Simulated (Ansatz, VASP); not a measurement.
# ZrC: VASP beside Ansatz

```
Zr C
1.0
     0.00000    2.32819    2.32819
     2.32819    0.00000    2.32819
     2.32819    2.32819    0.00000
Zr C
1 1
Direct
  0.50000 0.50000 0.50000
  0.00000 0.00000 0.00000
```

Alike in both runs: functional PBEsol; k mesh 18 × 18 × 18; occupations fermi-dirac, width 0.1 eV; no spin polarisation.

Ansatz relaxed the structure, and its values are those at the end. VASP's run is a single point on that final structure, the one shown.

|  | VASP | Ansatz |
| --- | --- | --- |
| version | VASP 6.6.1 | Ansatz 0.2.0 |
| potentials or method | VASP PAW PBE potentials, release 64 (Zr_sv, C) | PAW with Ansatz's default frozen-core files, scalar-relativistic |
| plane-wave cutoff (eV) | 520 | 420 |
| valence electrons in the cell | 16 | 16 |

```csv
,VASP,Ansatz,Ansatz less VASP
pressure (GPa),2.4,2.0,-0.39
```

Caveats: the PAW data sets were made with another functional, which shifts forces and pressure a little (VASP).
